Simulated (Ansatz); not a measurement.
Relaxed CaF$_{2}$ (fluorite):

```
CaF2
1.0
    0.00000     2.75548     2.75548
    2.75548     0.00000     2.75548
    2.75548     2.75548     0.00000
Ca F
1 2
Cartesian
  0.00000   0.00000   0.00000
  1.37774   1.37774   1.37774
  4.13322   4.13322   4.13322
```

Scan: atom 3 (F, nearest neighbour Ca at 2.386 Å; its periodic images, 3.9 Å or more away, move with it) is displaced along Cartesian [111], direction (0.577, 0.577, 0.577) in Cartesian axes, by s. The other atoms stay.

Calculation: PBE (plane waves to 420 eV, PAW, scalar-relativistic; Ansatz, a program for electronic structure). k mesh 8×8×8 (Γ-centred), Fermi-Dirac smearing 0.05 eV. E stands for the smeared free energy. CaF2 was relaxed with its symmetry unable to fall. The zero of ΔE is the undisplaced structure.

The scan covers s from -0.240 to 0.240 Å in 11 points.

Task: Is the energy the same for displacements of ±0.240 Å, and if not, which side lies higher?

Result: Not even: the positive side lies higher at ±0.240 Å. With its periodic images moving along, the atom's site symmetry in this cell is -43m.

Task: What is the energy change at s = 0.240 Å?

Result: 152.3 meV/cell.

Task: What force acts on the atom along the line at s = -0.240 Å?

Result: 0.769 eV/Å.

Task: What is the force constant k = d²E/ds² of this move at s = 0?

Result: 4.20 eV/Å².

(A displaced cell: forces are minus the slopes of the energy, force constants its curvatures, and phonons follow from these.)
